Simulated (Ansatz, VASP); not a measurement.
CoO in VASP and in Ansatz

```xyz
2
Lattice="0.0000 2.1315 2.1315 2.1315 0.0000 2.1315 2.1315 2.1315 0.0000" Properties=species:S:1:pos:R:3 pbc="T T T"
Co    0.0000    0.0000    0.0000
O     2.1315    2.1315    2.1315
```

Alike in both runs: task single point; functional PBE; k mesh 14 × 14 × 14; collinear spin.

|  | VASP | Ansatz |
| --- | --- | --- |
| version | VASP 6.6.1 | Ansatz 0.2.0 |
| potentials or method | VASP PAW PBE potentials, release 64 (Co, O) | plane waves, PAW |
| plane-wave cutoff (eV) | 520 | 520 |
| occupations | methfessel-paxton of order 1, width 0.15 eV | cold, width 0.15 eV |
| valence electrons in the cell | 15 | 23 |

Ansatz gave:

```
pressure (GPa)                                                : -1.7
net moment per atom (μB)                                      : 1.48
size of the moment on the site where the two differ most (μB) : 2.52
```

**Question.** Which values does VASP return?

**Answer.** Pressure (GPa): -2.2; net moment per atom (μB): 1.47; size of the moment on the site where the two differ most (μB): 2.58.

Site moments also hang on the region over which each program counts them. The two sets of potentials don't hold the same shells in valence. Ansatz warned: «given_moment_on_shells».

Caveats: a cell with one magnetic atom can't hold antiferromagnetic order, which such compounds often take.
